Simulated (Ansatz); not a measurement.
# ZrSi2: strain energy, fitted

ZrSi2, Cmcm, a = 3.674 Å, b = 14.566 Å, c = 3.657 Å. The structure is a COD entry; whether it is the stable form wasn't checked. Ansatz: PBEsol, PAW, 420 eV, Γ-centred 10×4×10 mesh on 12 atoms, Gaussian smearing 0.10 eV; no spin polarisation. Series: biaxial strain in the a-b plane, c and atoms relaxed; x is the strain in per cent. y is the free energy over the unstrained cell, V0 = 16.309 Å³/atom.

```tsv
x (%)	y (meV/atom)
-6.0	103.24
-4.0	44.55
-2.0	10.85
0.0	0.00
2.0	?
4.0	38.01
```

Q: Fit y = c2 x² + c3 x³ to the other rows, turn c2 into a modulus, and predict the missing energy.

A: Least squares on the rows shown. y = 2.5755 x² − 0.049094 x³. In eV per unit strain² c2 is 25.75; M is the biaxial modulus (E = M V0 ε²): 25.75 × 160.2 / (16.309) = 253 GPa. At x = 2.0 the fit asked for gives 9.91 meV/atom. The run gave 10.07 meV/atom, so the fit is 0.16 meV/atom too low, within twice the rms miss on the fitted rows (0.14 meV/atom).